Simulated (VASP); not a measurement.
# CaSe (F-43m) in VASP: settings compared, part 2 of 2

VASP 6.6.1. The steps go on from the part before.

## 3. Single point, PBE

INCAR

```
SYSTEM = CaSe
PREC = Accurate ; ENCUT = 450
EDIFF = 1E-6 ; ISMEAR = 0
SIGMA = 0.02 ; LREAL = .FALSE.
LASPH = .TRUE. ; NELM = 60
ALGO = Normal ; ISIF = 2
LWAVE = .FALSE. ; LCHARG = .TRUE.
GGA = PE ; LELF = .TRUE.
LVHAR = .TRUE. ; NBANDS = 15
```

KPOINTS

```
Automatic mesh
0
G
  4 4 4
  0 0 0
```

POSCAR

```
CaSe
1.0
    0.0000000000      3.3000000000      3.3000000000
    3.3000000000      0.0000000000      3.3000000000
    3.3000000000      3.3000000000      0.0000000000
Se Ca
1 1
Direct
    0.2500000000      0.2500000000      0.2500000000
    0.0000000000      0.0000000000      0.0000000000
```

Potentials or basis: VASP PAW PBE potentials, release 64 (Se_GW, Ca_sv_GW).

Command:

```sh
$ cat potpaw_PBE.64/Se_GW/POTCAR potpaw_PBE.64/Ca_sv_GW/POTCAR > POTCAR
$ mpirun -np 1 vasp_std > vasp.out
```

OUTCAR:

```text
SYSTEM = CaSe
   PREC = Accurate
   ENCUT = 450
   EDIFF = 1E-6
   ISMEAR = 0
   LREAL = .FALSE.
   LASPH = .TRUE.
   NELM = 60
   ISIF = 2
   GGA = PE

 ion  position               nearest neighbor table
   1  0.250  0.250  0.250-   2 2.86   2 2.86   2 2.86   2 2.86
   2  0.000  0.000  0.000-   1 2.86   1 2.86   1 2.86   1 2.86

  LATTYP: Found a face centered cubic cell.
 ALAT       =     6.6000000000

  Lattice vectors:

 A1 = (   0.0000000000,   3.3000000000,   3.3000000000)
 A2 = (   3.3000000000,   0.0000000000,   3.3000000000)
 A3 = (   3.3000000000,   3.3000000000,   0.0000000000)

Analysis of symmetry for initial positions (statically):
=====================================================================
 Subroutine PRICEL returns:
 Original cell was already a primitive cell.

 Routine SETGRP: Setting up the symmetry group for a
 face centered cubic supercell.

 Subroutine GETGRP returns: Found 24 space group operations
 (whereof 24 operations were pure point group operations)
 out of a pool of 48 trial point group operations.

The static configuration has the point symmetry T_d .

Analysis of symmetry for dynamics (positions and initial velocities):
=====================================================================
 Subroutine PRICEL returns:
 Original cell was already a primitive cell.

 Routine SETGRP: Setting up the symmetry group for a
 face centered cubic supercell.

 Subroutine GETGRP returns: Found 24 space group operations
 (whereof 24 operations were pure point group operations)
 out of a pool of 48 trial point group operations.

The dynamic configuration has the point symmetry T_d .

 Subroutine INISYM returns: Found 24 space group operations
 (whereof 24 operations are pure point group operations),
 and found     1 'primitive' translations

----------------------------------------------------------------------------------------

                                     Primitive cell

  volume of cell :      71.8740

  direct lattice vectors                    reciprocal lattice vectors
     0.000000000  3.300000000  3.300000000    -0.151515152  0.151515152  0.151515152
     3.300000000  0.000000000  3.300000000     0.151515152 -0.151515152  0.151515152
     3.300000000  3.300000000  0.000000000     0.151515152  0.151515152 -0.151515152

  length of vectors
     4.666904756  4.666904756  4.666904756     0.262431941  0.262431941  0.262431941

  position of ions in fractional coordinates (direct lattice)
     0.250000000  0.250000000  0.250000000
     0.000000000  0.000000000  0.000000000

  ion indices of the primitive-cell ions
   primitive index   ion index
                 1           1
                 2           2

----------------------------------------------------------------------------------------

 KPOINTS: Automatic mesh

Automatic generation of k-mesh.
 Grid dimensions read from file:
 generate k-points for:    4    4    4

 Generating k-lattice:

  Cartesian coordinates                     Fractional coordinates (reciprocal lattice)
    -0.037878788  0.037878788  0.037878788     0.250000000  0.000000000  0.000000000
     0.037878788 -0.037878788  0.037878788     0.000000000  0.250000000  0.000000000
     0.037878788  0.037878788 -0.037878788     0.000000000  0.000000000  0.250000000

  Length of vectors
     0.065607985  0.065607985  0.065607985

[... 20 lines left out ...]
   total plane-waves  NPLWV =  32768
   dimension x,y,z NGX =    32 NGY =   32 NGZ =   32
   dimension x,y,z NGXF=    64 NGYF=   64 NGZF=   64
   ions per type =               1   1
   NGX,Y,Z   is equivalent  to a cutoff of  11.40, 11.40, 11.40 a.u.
   NGXF,Y,Z  is equivalent  to a cutoff of  22.80, 22.80, 22.80 a.u.
 SYSTEM =  CaSe
   PREC   = accura    normal or accurate (medium, high low for compatibility)
   ISTART =      0    job   : 0-new  1-cont  2-samecut
   ICHARG =      2    charge: 1-file 2-atom 10-const
   ISPIN  =      1    spin polarized calculation?
   LNONCOLLINEAR =      F non collinear calculations
   LSORBIT =      F    spin-orbit coupling
   LASPH  =      T    aspherical Exc in radial PAW
   ENCUT  =  450.0 eV  33.07 Ry    5.75 a.u.   8.07  8.07  8.07*2*pi/ulx,y,z
   NELM   =     60;   NELMIN=  2; NELMDL= -5     # of ELM steps
   EDIFF  = 0.1E-05   stopping-criterion for ELM
   LREAL  =      F    real-space projection
   EDIFFG = 0.1E-04   stopping-criterion for IOM
   NSW    =      0    number of steps for IOM
   IBRION =     -1    ionic relax: 0-MD 1-quasi-New 2-CG
   NFREE  =      0    steps in history (QN), initial steepest desc. (CG)
   ISIF   =      2    stress and relaxation
   ISYM   =      2    0-nonsym 1-usesym 2-fastsym
   POTIM  = 0.5000    time-step for ionic-motion
   TEBEG  =    0.0;   TEEND  =   0.0 temperature during run
   PSTRESS=    0.0 pullay stress
   NELECT =      16.0000    total number of electrons
   NUPDOWN=      -1.0000    fix difference up-down
   EMIN   =  10.00;   EMAX   =-10.00  energy-range for DOS
   EFERMI =   0.00;   METHOD = LEGACY
   ISMEAR =     0;   SIGMA  =   0.02  broadening in eV -4-tet -1-fermi 0-gaus
   EFERMI_NEDOS =   21; number of points for ismear=-14 and -15
   IALGO  =     38    algorithm
   IMIX   =      4    mixing-type and parameters
     AMIX     =   0.40;   BMIX     =  1.00
     AMIX_MAG =   1.60;   BMIX_MAG =  1.00
  volume/ion in A,a.u.               =      35.94       242.51
  Fermi-wavevector in a.u.,A,eV,Ry     =   0.992181  1.874950 13.393889  0.984423
  Thomas-Fermi vector in A             =   2.123975
   LORBIT       =      0    0 simple, 1 ext, 2 COOP (PROOUT), +10 PAW based schemes
   GGA     = PE    functional components
   LHFCALC =     F    Hartree Fock is set to
   AEXX    =    0.0000 exact exchange contribution
   IVDW    =     0    specifies the selected vdW correction
   LEPSILON=     F    determine dielectric tensor
   LRPA    =     F    only Hartree local field effects (RPA)
 non-spin polarized calculation
 Gauss-broadening in eV      SIGMA  =   0.02
  energy-cutoff  :      450.00
  volume of cell :       71.87
 maximum number of plane-waves:      1588
   NGX = 17   NGY = 17   NGZ = 17

 number of electron      15.9999999 magnetization

 Free energy of the ion-electron system (eV)
  ---------------------------------------------------
  ext. energy  EPLUGINS =         0.00000000
  ---------------------------------------------------
  free energy    TOTEN  =       -13.90517833 eV

  energy without entropy =      -13.90517833  energy(sigma->0) =      -13.90517833

 E-fermi :   0.6538     XC(G=0):  -7.5444

 val. band max:        0.5082583671   @ k =  -0.2500   0.2500   0.0000
 cond. band min:       3.6526648958   @ k =   0.0000   0.0000   0.0000
 fundamental gap:      3.1444065288
 Fermi energy:         0.6537724114

 k-point     1 :       0.0000    0.0000    0.0000
  band No.  band energies     occupation
      1     -38.6442      2.00000
      2     -19.6517      2.00000
      3     -19.6517      2.00000
      4     -19.6517      2.00000
      5      -9.7985      2.00000
      6       0.4195      2.00000
      7       0.4195      2.00000
      8       0.4195      2.00000
      9       3.6527      0.00000
     10       5.8403      0.00000
     11       5.8403      0.00000
     12       7.7988      0.00000
     13       7.7988      0.00000
     14       7.7988      0.00000
[... 113 lines left out ...]
      2     -19.6900      2.00000
      3     -19.6701      2.00000
      4     -19.6645      2.00000
      5      -9.4768      2.00000
      6      -0.1881      2.00000
      7      -0.1800      2.00000
      8       0.4001      2.00000
      9       4.2727      0.00000
     10       5.4546      0.00000
     11       6.3384      0.00000
     12       6.6585      0.00000
     13       7.2311      0.00000
     14       9.1226      0.00000
     15       9.3811      0.00000

------------------------ aborting loop because EDIFF is reached ----------------------------------------

  FORCE on cell =-STRESS in cart. coord.  units (eV):
  Direction    XX          YY          ZZ          XY          YZ          ZX
  --------------------------------------------------------------------------------------
  -------------------------------------------------------------------------------------
  Total       -0.1891635     -0.1891635     -0.1891635     -0.0000000     -0.0000000      0.0000000
  in kB       -4.2167330     -4.2167330     -4.2167330     -0.0000000     -0.0000000      0.0000000
  external PRESSURE =      -4.2167330 kB  Pullay stress =       0.0000000 kB

 VOLUME and BASIS-vectors are now :
 -----------------------------------------------------------------------------
  energy-cutoff  :      450.00
  volume of cell :       71.87
      direct lattice vectors                 reciprocal lattice vectors
     0.000000000  3.300000000  3.300000000    -0.151515152  0.151515152  0.151515152
     3.300000000  0.000000000  3.300000000     0.151515152 -0.151515152  0.151515152
     3.300000000  3.300000000  0.000000000     0.151515152  0.151515152 -0.151515152

 POSITION                                       TOTAL-FORCE (eV/Angst)
 -----------------------------------------------------------------------------------
      1.65000      1.65000      1.65000        -0.000000     -0.000000     -0.000000
      0.00000      0.00000      0.00000         0.000000      0.000000      0.000000
 -----------------------------------------------------------------------------------
    total drift:                                0.000000      0.000000      0.000000

  FREE ENERGIE OF THE ION-ELECTRON SYSTEM (eV)
  ---------------------------------------------------
  free  energy   TOTEN  =       -13.9051783333 eV

  energy  without entropy=      -13.9051783333  energy(sigma->0) =      -13.90517833
```

stdout:

```text
POSCAR found type information on POSCAR SeCa
 POSCAR found :  2 types and       2 ions
 scaLAPACK will be used
 LDA part: xc-table for (Slater+PW92), standard interpolation
 POSCAR, INCAR and KPOINTS ok, starting setup
 FFT: planning ... GRIDC
 FFT: planning ... GRID_SOFT
 FFT: planning ... GRID
 WAVECAR not read
 entering main loop
```

It took 11 s on 1 thread of Intel Xeon Platinum 8375C at 2.90GHz (Ice Lake), shared host; peak memory 0.17 GiB.

What came out:

```
Free energy            : -13.9052 eV
Pressure               : -0.4 GPa
Band gap on the k mesh : 3.14 eV, indirect (least direct gap 3.23 eV)
```

## 4. Single point, PBE

INCAR

```
PREC = Accurate
ENCUT = 400
EDIFF = 1E-7
ISMEAR = 0
SIGMA = 0.02
LREAL = False
LASPH = True
NELM = 60
ALGO = Normal
ISIF = 2
LWAVE = False
LCHARG = False
GGA = PE
```

KPOINTS

```
Automatic mesh
0
Gamma
  3 3 3
```

POSCAR is that of step 3.

Command:

```sh
$ cat potpaw_PBE.64/Se_GW/POTCAR potpaw_PBE.64/Ca_sv_GW/POTCAR > POTCAR
$ mpirun -np 1 vasp_std > vasp.out
```

Run time: 6.5 s. Hardware: 1 thread of Intel Xeon 6975P-C (Granite Rapids), shared host; peak memory 0.15 GiB.

It converged, with:

```
Free energy            : -13.8924 eV
Pressure               : -0.4 GPa
Band gap on the k mesh : 3.15 eV, indirect (least direct gap 3.23 eV)
```

Levels at points of the mesh, in eV from the valence-band top:
```csv
k point,band 4,band 5,band 6,band 7,band 8,band 9,band 10,band 11,band 12
"(0.00, 0.00, 0.00)",-20.15,-10.29,-0.08,-0.08,-0.08,3.15,5.34,5.34,7.30
```

Caveat: the k mesh is coarse (spacing up to 0.55 Å⁻¹), so the values aren't converged; an odd mesh through Γ misses points on the zone boundary, where band edges often lie.

## 5. Single point, PBE

INCAR

```
  ALGO = Fast
  EDIFF = 1E-6
  ENCUT = 500
  GGA = PE
  ISIF = 2
  ISMEAR = 0
  LASPH = True
  LCHARG = True
  LELF = True
  LREAL = False
  LVHAR = True
  LWAVE = False
  NBANDS = 15
  NELM = 80
  PREC = Accurate
  SIGMA = 0.02
```

KPOINTS

```
k-points
0
Gamma
  3 3 3
```

POSCAR is that of step 4.

Potentials or basis: VASP PAW PBE potentials, release 64 (Se_GW, Ca_sv_GW).

Command:

```sh
$ cat potpaw_PBE.64/Se_GW/POTCAR potpaw_PBE.64/Ca_sv_GW/POTCAR > POTCAR
$ mpirun -np 1 vasp_std > vasp.out
```

OUTCAR:

```text
EDIFF = 1E-6
   ENCUT = 500
   GGA = PE
   ISIF = 2
   ISMEAR = 0
   LASPH = True
   LREAL = False
   NELM = 80
   PREC = Accurate

 ion  position               nearest neighbor table
   1  0.250  0.250  0.250-   2 2.86   2 2.86   2 2.86   2 2.86
   2  0.000  0.000  0.000-   1 2.86   1 2.86   1 2.86   1 2.86

  LATTYP: Found a face centered cubic cell.
 ALAT       =     6.6000000000

  Lattice vectors:

 A1 = (   0.0000000000,   3.3000000000,   3.3000000000)
 A2 = (   3.3000000000,   0.0000000000,   3.3000000000)
 A3 = (   3.3000000000,   3.3000000000,   0.0000000000)

Analysis of symmetry for initial positions (statically):
=====================================================================
 Subroutine PRICEL returns:
 Original cell was already a primitive cell.

 Routine SETGRP: Setting up the symmetry group for a
 face centered cubic supercell.

 Subroutine GETGRP returns: Found 24 space group operations
 (whereof 24 operations were pure point group operations)
 out of a pool of 48 trial point group operations.

The static configuration has the point symmetry T_d .
[... 154 lines left out ...]
      3     -19.6414      2.00000
      4     -19.6414      2.00000
      5      -9.7881      2.00000
      6       0.4276      2.00000
      7       0.4276      2.00000
      8       0.4276      2.00000
      9       3.6601      0.00000
     10       5.8487      0.00000
     11       5.8487      0.00000
     12       7.8078      0.00000
     13       7.8156      0.00000
     14       7.8445      0.00000
[... 41 lines left out ...]
      2     -19.6778      2.00000
      3     -19.6593      2.00000
      4     -19.6495      2.00000
      5      -9.4857      2.00000
      6      -0.2560      2.00000
      7      -0.1506      2.00000
      8       0.5057      2.00000
      9       4.5657      0.00000
     10       5.6801      0.00000
     11       5.8326      0.00000
     12       6.9919      0.00000
     13       7.1338      0.00000
     14       8.3024      0.00000
     15       9.0158      0.00000

------------------------ aborting loop because EDIFF is reached ----------------------------------------

  FORCE on cell =-STRESS in cart. coord.  units (eV):
  Direction    XX          YY          ZZ          XY          YZ          ZX
  --------------------------------------------------------------------------------------
  -------------------------------------------------------------------------------------
  Total       -0.1396845     -0.1396845     -0.1396845     -0.0000000      0.0000000      0.0000000
  in kB       -3.1137740     -3.1137740     -3.1137740     -0.0000000      0.0000000      0.0000000
  external PRESSURE =      -3.1137740 kB  Pullay stress =       0.0000000 kB

 VOLUME and BASIS-vectors are now :
 -----------------------------------------------------------------------------
  energy-cutoff  :      500.00
  volume of cell :       71.87
      direct lattice vectors                 reciprocal lattice vectors
     0.000000000  3.300000000  3.300000000    -0.151515152  0.151515152  0.151515152
     3.300000000  0.000000000  3.300000000     0.151515152 -0.151515152  0.151515152
     3.300000000  3.300000000  0.000000000     0.151515152  0.151515152 -0.151515152

 POSITION                                       TOTAL-FORCE (eV/Angst)
 -----------------------------------------------------------------------------------
      1.65000      1.65000      1.65000         0.000000      0.000000      0.000000
      0.00000      0.00000      0.00000        -0.000000     -0.000000     -0.000000
 -----------------------------------------------------------------------------------
    total drift:                                0.000000      0.000000      0.000000

  FREE ENERGIE OF THE ION-ELECTRON SYSTEM (eV)
  ---------------------------------------------------
  free  energy   TOTEN  =       -13.8949075885 eV

  energy  without entropy=      -13.8949075885  energy(sigma->0) =      -13.89490759
```

Wall time 8.5 s (1 thread of AMD EPYC 9R45 (Zen 5), shared host); peak memory 0.16 GiB.

Results:

| Quantity | Value |
| --- | --- |
| Free energy | -13.8949 eV |
| Pressure | -0.3 GPa |
| Band gap on the k mesh | 3.15 eV, indirect (least direct gap 3.23 eV) |

Caveat: the k mesh is coarse (spacing up to 0.55 Å⁻¹), so the values aren't converged; an odd mesh through Γ misses points on the zone boundary, where band edges often lie.

## 6. Single point, RPBE

INCAR

```
SYSTEM = CaSe
  PREC = Accurate
  ENCUT = 550
  EDIFF = 1E-6
  ISMEAR = 0
  SIGMA = 0.05
  LREAL = .FALSE.
  LASPH = .TRUE.
  NELM = 60
  ALGO = Normal
  ISIF = 2
  LWAVE = .FALSE.
  LCHARG = .TRUE.
  GGA = RP
  LELF = .TRUE.
  LVHAR = .TRUE.
```

KPOINTS

```
Automatic mesh
0
G
  7 7 7
  0 0 0
```

POSCAR, as its differences from that of step 5:

```diff
@@ -7,4 +7,4 @@
 1 1
-Direct
-    0.2500000000      0.2500000000      0.2500000000
+Cartesian
+    1.6500000000      1.6500000000      1.6500000000
     0.0000000000      0.0000000000      0.0000000000
```

Potentials or basis: VASP PAW PBE potentials, release 64 (Se_GW, Ca_sv_GW).

Command:

```sh
$ cat potpaw_PBE.64/Se_GW/POTCAR potpaw_PBE.64/Ca_sv_GW/POTCAR > POTCAR
$ mpirun -np 1 vasp_std > vasp.out
```

Wall time 11 s (1 thread of Intel Xeon 6975P-C (Granite Rapids), shared host); peak memory 0.2 GiB.

Results (log left out):

* Free energy: -13.4078 eV
* Pressure: 1.0 GPa
* Band gap on the k mesh: 3.40 eV, indirect (least direct gap 3.49 eV)

Levels at points of the mesh, in eV from the valence-band top:
| k point | band 6 | band 7 | band 8 | band 9 | band 10 | band 11 |
| --- | --- | --- | --- | --- | --- | --- |
| (0.00, 0.00, 0.00) | -0.09 | -0.09 | -0.09 | 3.40 | 5.41 | 5.41 |

Caveat: the PAW data sets were made with another functional, which shifts forces and pressure a little; an odd mesh through Γ misses points on the zone boundary, where band edges often lie.

## 7. For comparison

An earlier run on the cell as given: functional PBE; potentials or basis VASP PAW PBE potentials, release 64 (Se, Ca_sv); cutoff 520 eV; k mesh 7 × 7 × 7; occupations fermi-dirac, width 0.05 eV; no spin polarisation.

* Pressure: -0.1 GPa
* Band gap on the k mesh: 3.15 eV, indirect (least direct gap 3.24 eV)

## 8. The runs side by side

```csv
level,potentials or basis,k mesh,cutoff (eV),smearing,mesh quality,gap on the mesh (eV),pressure (GPa)
PBE,"VASP PAW PBE potentials, release 64 (Se_GW, Ca_sv_GW)",3 × 3 × 3,500,gaussian 0.02 eV,coarse,3.15,-0.3
PBE,"VASP PAW PBE potentials, release 64 (Se_GW, Ca_sv_GW)",4 × 4 × 4,450,gaussian 0.02 eV,not flagged,3.14,-0.4
PBE,"VASP PAW PBE potentials, release 64 (Se_GW, Ca_sv_GW)",3 × 3 × 3,400,gaussian 0.02 eV,coarse,3.15,-0.4
RPBE,"VASP PAW PBE potentials, release 64 (Se_GW, Ca_sv_GW)",7 × 7 × 7,550,gaussian 0.05 eV,not flagged,3.40,1.0
PBE,"VASP PAW PBE potentials, release 64 (Se, Ca_sv)",7 × 7 × 7,520,fermi-dirac 0.05 eV,not flagged,3.15,-0.1
```

Alike in all rows: task single point; no spin polarisation; cell as given.

Caveats: some runs use coarse meshes; an odd mesh through Γ misses points on the zone boundary, where band edges often lie (some runs); the PAW data sets were made with another functional, which shifts forces and pressure a little (some runs).

Absolute energies hang on the potentials; compare differences alone.
